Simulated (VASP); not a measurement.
# Mo (Im-3m) in VASP: density of states with r2SCAN

Aim: the density of states of Mo with r2SCAN.

All numbers are computed with VASP 6.6.1; they aren't measurements. Logs are shortened: lines on timing, memory, paths and dates and some standing lists are left out, and cuts for length are marked.

### Step 1. The crystal as given

It takes space group Im-3m (No. 229, cubic). The conventional cell has a = 3.155 Å, b = 3.155 Å, c = 3.155 Å, α = 90.00°, β = 90.00°, γ = 90.00°. Around Mo (site symmetry m-3m) lie 8 Mo at 2.73 Å.

### Step 2. Density of states, r2SCAN

Input file INCAR:

```
SYSTEM = Mo
  PREC = Accurate
  ENCUT = 520
  EDIFF = 1E-7
  ISMEAR = -5
  SIGMA = 0.1
  LREAL = .FALSE.
  LASPH = .TRUE.
  NELM = 100
  ALGO = Normal
  ISIF = 2
  LWAVE = .FALSE.
  LCHARG = .FALSE.
  LMAXMIX = 4
  METAGGA = R2SCAN
  LMIXTAU = .TRUE.
  LORBIT = 11
  NBANDS = 13
  NEDOS = 1001
```

Input file KPOINTS:

```
Automatic mesh
0
G
  18 18 18
  0 0 0
```

Input file POSCAR:

```
Mo                                      
1.0
   -1.5774148893      1.5774148893      1.5774148893
    1.5774148893     -1.5774148893      1.5774148893
    1.5774148893      1.5774148893     -1.5774148893
  Mo            
     1
Direct
     0.0000000000000000    0.0000000000000000    0.0000000000000000
```

Potentials or basis: VASP PAW PBE potentials, release 64 (Mo_sv).

On the command line:

```
> cat potpaw_PBE.64/Mo_sv/POTCAR > POTCAR
> mpirun -np 1 vasp_std > vasp.out
```

OUTCAR:

```text
SYSTEM = Mo
   PREC = Accurate
   ENCUT = 520
   EDIFF = 1E-7
   ISMEAR = -5
   LREAL = .FALSE.
   LASPH = .TRUE.
   NELM = 100
   ISIF = 2
   METAGGA = R2SCAN
   LORBIT = 11

 ion  position               nearest neighbor table
   1  0.000  0.000  0.000-

  LATTYP: Found a body centered cubic cell.
 ALAT       =     3.1548297786

  Lattice vectors:

 A1 = (  -1.5774148893,   1.5774148893,   1.5774148893)
 A2 = (   1.5774148893,  -1.5774148893,   1.5774148893)
 A3 = (   1.5774148893,   1.5774148893,  -1.5774148893)

Analysis of symmetry for initial positions (statically):
=====================================================================
 Subroutine PRICEL returns:
 Original cell was already a primitive cell.

 Routine SETGRP: Setting up the symmetry group for a
 body centered cubic supercell.

 Subroutine GETGRP returns: Found 48 space group operations
 (whereof 48 operations were pure point group operations)
 out of a pool of 48 trial point group operations.

The static configuration has the point symmetry O_h .

Analysis of symmetry for dynamics (positions and initial velocities):
=====================================================================
 Subroutine PRICEL returns:
 Original cell was already a primitive cell.

 Routine SETGRP: Setting up the symmetry group for a
 body centered cubic supercell.

 Subroutine GETGRP returns: Found 48 space group operations
 (whereof 48 operations were pure point group operations)
 out of a pool of 48 trial point group operations.

The dynamic configuration has the point symmetry O_h .

 Subroutine INISYM returns: Found 48 space group operations
 (whereof 48 operations are pure point group operations),
 and found     1 'primitive' translations

----------------------------------------------------------------------------------------

                                     Primitive cell

  volume of cell :      15.6999

  direct lattice vectors                    reciprocal lattice vectors
    -1.577414889  1.577414889  1.577414889     0.000000000  0.316974312  0.316974312
     1.577414889 -1.577414889  1.577414889     0.316974312  0.000000000  0.316974312
     1.577414889  1.577414889 -1.577414889     0.316974312  0.316974312  0.000000000

  length of vectors
     2.732162733  2.732162733  2.732162733     0.448269372  0.448269372  0.448269372

  position of ions in fractional coordinates (direct lattice)
     0.000000000  0.000000000  0.000000000

  ion indices of the primitive-cell ions
   primitive index   ion index
                 1           1

----------------------------------------------------------------------------------------

 KPOINTS: Automatic mesh

Automatic generation of k-mesh.
 Grid dimensions read from file:
 generate k-points for:   18   18   18

 Generating k-lattice:

  Cartesian coordinates                     Fractional coordinates (reciprocal lattice)
     0.000000000  0.017609684  0.017609684     0.055555556  0.000000000  0.000000000
     0.017609684  0.000000000  0.017609684     0.000000000  0.055555556  0.000000000
     0.017609684  0.017609684  0.000000000     0.000000000  0.000000000  0.055555556

  Length of vectors
     0.024903854  0.024903854  0.024903854

  Shift w.r.t. Gamma in fractional coordinates (k-lattice)
     0.000000000  0.000000000  0.000000000

 TETIRR: Found   6794 inequivalent tetrahedra from    34992

 Subroutine IBZKPT returns following result:
 ===========================================

 Found    195 irreducible k-points:

 Following reciprocal coordinates:
            Coordinates               Weight
  0.000000  0.000000  0.000000      1.000000
  0.055556  0.000000  0.000000     12.000000
  0.111111  0.000000  0.000000     12.000000
  0.166667  0.000000  0.000000     12.000000
  0.222222  0.000000  0.000000     12.000000
  0.277778  0.000000  0.000000     12.000000
[... 16 lines left out ...]
  0.333333  0.111111  0.000000     48.000000
  0.388889  0.111111  0.000000     48.000000
 [... further k-points ...]
   k-points           NKPTS =    195   k-points in BZ     NKDIM =    195   number of bands    NBANDS=     13
   number of dos      NEDOS =   1001   number of ions     NIONS =      1
   total plane-waves  NPLWV =   8000
   dimension x,y,z NGX =    20 NGY =   20 NGZ =   20
   dimension x,y,z NGXF=    40 NGYF=   40 NGZF=   40
   ions per type =               1
   NGX,Y,Z   is equivalent  to a cutoff of  12.17, 12.17, 12.17 a.u.
   NGXF,Y,Z  is equivalent  to a cutoff of  24.34, 24.34, 24.34 a.u.
 SYSTEM =  Mo
   PREC   = accura    normal or accurate (medium, high low for compatibility)
   ISTART =      0    job   : 0-new  1-cont  2-samecut
   ICHARG =      2    charge: 1-file 2-atom 10-const
   ISPIN  =      1    spin polarized calculation?
   LNONCOLLINEAR =      F non collinear calculations
   LSORBIT =      F    spin-orbit coupling
   LASPH  =      T    aspherical Exc in radial PAW
   ENCUT  =  520.0 eV  38.22 Ry    6.18 a.u.   5.08  5.08  5.08*2*pi/ulx,y,z
   NELM   =    100;   NELMIN=  2; NELMDL= -5     # of ELM steps
   EDIFF  = 0.1E-06   stopping-criterion for ELM
   LREAL  =      F    real-space projection
   EDIFFG = 0.1E-05   stopping-criterion for IOM
   NSW    =      0    number of steps for IOM
   IBRION =     -1    ionic relax: 0-MD 1-quasi-New 2-CG
   NFREE  =      0    steps in history (QN), initial steepest desc. (CG)
   ISIF   =      2    stress and relaxation
   ISYM   =      2    0-nonsym 1-usesym 2-fastsym
   POTIM  = 0.5000    time-step for ionic-motion
   TEBEG  =    0.0;   TEEND  =   0.0 temperature during run
   PSTRESS=    0.0 pullay stress
   NELECT =      14.0000    total number of electrons
   NUPDOWN=      -1.0000    fix difference up-down
   EMIN   =  10.00;   EMAX   =-10.00  energy-range for DOS
   EFERMI =   0.00;   METHOD = LEGACY
   ISMEAR =    -5;   SIGMA  =   0.10  broadening in eV -4-tet -1-fermi 0-gaus
   EFERMI_NEDOS =   21; number of points for ismear=-14 and -15
   IALGO  =     38    algorithm
   IMIX   =      4    mixing-type and parameters
     AMIX     =   0.40;   BMIX     =  1.00
     AMIX_MAG =   1.60;   BMIX_MAG =  1.00
  volume/ion in A,a.u.               =      15.70       105.95
  Fermi-wavevector in a.u.,A,eV,Ry     =   1.575741  2.977719 33.782729  2.482961
  Thomas-Fermi vector in A             =   2.676679
   LORBIT       =     11    0 simple, 1 ext, 2 COOP (PROOUT), +10 PAW based schemes
   METAGGA = R2SCAN    functional components
   LHFCALC =     F    Hartree Fock is set to
   AEXX    =    0.0000 exact exchange contribution
   IVDW    =     0    specifies the selected vdW correction
   LEPSILON=     F    determine dielectric tensor
   LRPA    =     F    only Hartree local field effects (RPA)
 non-spin polarized calculation
 Fermi weights with tetrahedron method with Bloechl corrections
  energy-cutoff  :      520.00
  volume of cell :       15.70
 maximum number of plane-waves:       434
   NGX = 11   NGY = 11   NGZ = 11

 number of electron      14.0000003 magnetization

 Free energy of the ion-electron system (eV)
  ---------------------------------------------------
  ext. energy  EPLUGINS =         0.00000000
  ---------------------------------------------------
  free energy    TOTEN  =       -26.07808027 eV

  energy without entropy =      -26.07808027  energy(sigma->0) =      -26.07808027

 E-fermi :  12.5035     XC(G=0): -14.6113

 val. band max:       12.5374062302   @ k =  -0.3333   0.3889   0.2778
 cond. band min:      12.5294179595   @ k =  -0.1667   0.1667   0.1111
 fundamental gap:     -0.0079882708
 Fermi energy:        12.5034725006

 k-point     1 :       0.0000    0.0000    0.0000
  band No.  band energies     occupation
      1     -50.7567      2.00000
      2     -23.2378      2.00000
      3     -23.2378      2.00000
      4     -23.2378      2.00000
      5       4.8291      2.00000
      6      11.0588      2.00000
      7      11.0588      2.00000
      8      11.0588      2.00000
      9      14.3784      0.00000
     10      14.3784      0.00000
     11      27.9683      0.00000
     12      27.9683      0.00000
     13      27.9683      0.00000

 k-point     2 :       0.0556    0.0000    0.0000
  band No.  band energies     occupation
      1     -50.7482      2.00000
      2     -23.2859      2.00000
      3     -23.2526      2.00000
      4     -23.2382      2.00000
      5       4.9728      2.00000
      6      10.9769      2.00000
      7      11.0449      2.00000
      8      11.1921      2.00000
      9      14.2549      0.00000
     10      14.3793      0.00000
     11      28.0755      0.00000
     12      28.2095      0.00000
     13      28.2466      0.00000

 k-point     3 :       0.1111    0.0000    0.0000
  band No.  band energies     occupation
      1     -50.7237      2.00000
      2     -23.4230      2.00000
      3     -23.2947      2.00000
      4     -23.2392      2.00000
      5       5.3829      2.00000
      6      10.7496      2.00000
      7      10.9857      2.00000
      8      11.5865      2.01411
      9      13.9804      0.00000
     10      14.3878      0.00000
     11      28.3304      0.00000
     12      28.9120      0.00000
     13      28.9329      0.00000
[... 305 lines left out ...]
 k-point    23 :       0.3333    0.1111    0.0000
  band No.  band energies     occupation
      1     -50.4928      2.00000
      2     -24.5275      2.00000
      3     -23.7008      2.00000
      4     -23.3120      2.00000
      5       7.4735      2.00000
      6       9.2088      2.00000
      7      11.7832      2.04666
      8      14.0698      0.00000
      9      15.1602      0.00000
     10      17.1407      0.00000
     11      25.7243      0.00000
     12      26.5309      0.00000
     13      31.2560      0.00000

 k-point    24 :       0.3889    0.1111    0.0000
  band No.  band energies     occupation
      1     -50.4688      2.00000
      2     -24.6305      2.00000
      3     -23.7499      2.00000
      4     -23.3141      2.00000
      5       7.3367      2.00000
      6       9.0739      2.00000
      7      12.4428      1.43567
      8      14.2070      0.00000
      9      15.3918      0.00000
     10      18.0401      0.00000
     11      24.7373      0.00000
     12      25.8352      0.00000
     13      30.3044      0.00000

 [... further k-points ...]

------------------------ aborting loop because EDIFF is reached ----------------------------------------

  FORCE on cell =-STRESS in cart. coord.  units (eV):
  Direction    XX          YY          ZZ          XY          YZ          ZX
  --------------------------------------------------------------------------------------
  -------------------------------------------------------------------------------------
  Total        0.0332352      0.0332352      0.0332352      0.0000000      0.0000000      0.0000000
  in kB        3.3916487      3.3916487      3.3916487      0.0000000      0.0000000      0.0000000
  external PRESSURE =       3.3916487 kB  Pullay stress =       0.0000000 kB

 VOLUME and BASIS-vectors are now :
 -----------------------------------------------------------------------------
  energy-cutoff  :      520.00
  volume of cell :       15.70
      direct lattice vectors                 reciprocal lattice vectors
    -1.577414889  1.577414889  1.577414889     0.000000000  0.316974312  0.316974312
     1.577414889 -1.577414889  1.577414889     0.316974312  0.000000000  0.316974312
     1.577414889  1.577414889 -1.577414889     0.316974312  0.316974312  0.000000000

 POSITION                                       TOTAL-FORCE (eV/Angst)
 -----------------------------------------------------------------------------------
      0.00000      0.00000      0.00000        -0.000000      0.000000     -0.000000
 -----------------------------------------------------------------------------------
    total drift:                                0.000000      0.000000      0.000000

  FREE ENERGIE OF THE ION-ELECTRON SYSTEM (eV)
  ---------------------------------------------------
  free  energy   TOTEN  =       -26.0780802695 eV

  energy  without entropy=      -26.0780802695  energy(sigma->0) =      -26.07808027

 total charge

# of ion       s       p       d       tot
------------------------------------------
    1        2.376   6.214   3.863  12.453
```

It took 1.7 min on 1 thread of Intel Xeon Platinum 8488C (Sapphire Rapids), shared host; peak memory 0.17 GiB.

Results:

```
Free energy                                           : -26.0781 eV
Pressure                                              : 0.3 GPa
Band gap on the k mesh                                : none (metal or under the smearing width)
Valence electrons inside the program's atomic spheres : Mo 12.45
```

Levels at points of the mesh, in eV from the Fermi level:
```
           k point  band 5  band 6  band 7  band 8  band 9  band 10
(0.00, 0.00, 0.00)   -7.67   -1.44   -1.44   -1.44    1.87     1.87
(0.50, 0.00, 0.00)   -5.60   -3.59    1.54    1.85    2.55     4.86
(0.50, 0.50, 0.50)   -5.64   -5.64    4.08    4.08    4.08     9.41
```

States per cell in windows of 0.5 eV (zero at the Fermi level; states under -8 eV left out):
```tsv
from (eV)	total	Mo1_d	Mo1_p	Mo1_s
-8.0	0.00	0.00	0.00	0.00
-7.5	0.02	0.00	0.00	0.01
-7.0	0.04	0.00	0.00	0.02
-6.5	0.05	0.00	0.00	0.02
-6.0	0.07	0.01	0.00	0.03
-5.5	0.46	0.22	0.01	0.09
-5.0	0.56	0.30	0.02	0.07
-4.5	0.68	0.41	0.02	0.06
-4.0	0.45	0.31	0.02	0.02
-3.5	0.87	0.67	0.03	0.00
-3.0	0.56	0.43	0.02	0.01
-2.5	0.56	0.40	0.03	0.01
-2.0	0.88	0.60	0.06	0.02
-1.5	0.32	0.19	0.03	0.01
-1.0	0.27	0.17	0.03	0.01
-0.5	0.23	0.16	0.02	0.00
0.0	0.34	0.26	0.02	0.00
0.5	0.55	0.44	0.02	0.01
1.0	0.59	0.51	0.01	0.00
1.5	0.62	0.56	0.01	0.00
2.0	0.82	0.75	0.01	0.01
2.5	0.89	0.80	0.01	0.01
3.0	0.38	0.33	0.01	0.01
3.5	0.38	0.32	0.01	0.01
4.0	0.19	0.15	0.01	0.01
4.5	0.14	0.10	0.01	0.01
5.0	0.16	0.11	0.02	0.01
5.5	0.13	0.08	0.02	0.01
6.0	0.12	0.07	0.02	0.01
6.5	0.14	0.07	0.03	0.01
7.0	0.11	0.06	0.02	0.01
7.5	0.11	0.05	0.02	0.01
```

Caveat: the PAW data sets were made with another functional, which shifts forces and pressure a little; tetrahedron occupations give inexact forces and stress in metals.
